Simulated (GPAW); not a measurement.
Runs of GPAW 26.7.0 on Cu. Symmetry: P6_3/mmc, No. 194, hexagonal system. The conventional cell has a = 2.531 Å, b = 2.531 Å, c = 8.262 Å, α = 90.00°, β = 90.00°, γ = 120.00°. Cu (site symmetry -6m2) is surrounded by 12 Cu at 2.53 Å. Cu (site symmetry -3m) has 12 Cu at 2.53 Å as nearest neighbours. This isn't the form of Cu at room conditions, which is fcc.

```csv
task,level,potentials or basis,cell,k mesh,band path,band points,mesh quality,gap on the mesh (eV),pressure (GPa)
single point,PBEsol,"PAW data sets generated in the run's folder for this functional, pw","atoms moved at random, drawn with an rms of 0.05 Å",12 × 12 × 4,-,-,not flagged,none,0.6
single point,PBEsol,"PAW data sets generated in the run's folder for this functional, pw",as given,12 × 12 × 4,-,-,not flagged,none,0.1
band structure,LDA,"the program's PAW data sets (release 1.2.1) made for this functional, pw",as given,8 × 8 × 2,"GMKGALHA,LM,KH",60,coarse,-,-6.8
band structure,PBEsol,"PAW data sets generated in the run's folder for this functional, pw",as given,8 × 8 × 2,"GMKGALHA,LM,KH",60,coarse,-,(a)
```

Alike in all rows: no spin polarisation; cutoff (eV) 600; smearing fermi-dirac 0.05 eV.

**Question.** Estimate the missing entries.

**Answer.** (a) 0.4.

Caveats: some runs use coarse meshes; with this Cu data set, volumes or pressures lay over 1.5 % or 2 GPa off other programs in two to four cells of ten.

A gap of «none» marks a metal or a gap under the smearing width.
